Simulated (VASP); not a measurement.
Input of a VASP 6.6.1 run:

Contents of INCAR:

```
SYSTEM = SiO2
PREC = Accurate ; ENCUT = 600
EDIFF = 1E-7 ; ISMEAR = 0
SIGMA = 0.03 ; LREAL = .False.
LASPH = .True. ; NELM = 80
ALGO = Normal ; ISIF = 3
LWAVE = .False. ; LCHARG = .False.
GGA = PE ; IBRION = 2
NSW = 90 ; EDIFFG = -0.005
KPAR = 2
```

KPOINTS

```
regular mesh
0
Gamma
  8 8 10
  0 0 0
```

Contents of POSCAR:

```
SiO2                                    
1.0
    4.2314400297     -0.0000000000      0.0000000000
    0.0000000000      4.2314400297      0.0000000000
    0.0000000000      0.0000000000      2.6933775188
  Si              O             
     2     4
Direct
     0.0000000000000000    1.0000000000000000    1.0000000000000000
     0.5000000000000000    0.5000000000000000    0.5000000000000000
     0.3067428804128109    0.3067428804128109    0.0000000000000000
     0.1932571195871891    0.8067428804128108    0.5000000000000000
     0.6932571195871892    0.6932571195871892    1.0000000000000000
     0.8067428804128108    0.1932571195871891    0.5000000000000000
```

Potentials or basis: VASP PAW PBE potentials, release 64 (Si, O).

Run with:

```bash
$ cat potpaw_PBE.64/Si/POTCAR potpaw_PBE.64/O/POTCAR > POTCAR
$ mpirun -np 2 vasp_std > vasp.out
```

Estimate the space group after relaxing (to 0.05 Å).

P4_2/mnm (No. 136).

Estimate the relaxed volume.

8.03 Å³/atom.

Predict the band gap on the k mesh.

5.04 eV, direct.

Final structure:
```
Si O
1.0
     4.23083    0.00000    0.00000
     0.00000    4.23083    0.00000
     0.00000    0.00000    2.69272
Si O
2 4
Direct
  0.00000 0.00000 0.00000
  0.50000 0.50000 0.50000
  0.30676 0.30676 0.00000
  0.19324 0.80676 0.50000
  0.69324 0.69324 0.00000
  0.80676 0.19324 0.50000
```

A k mesh can miss the band edges.
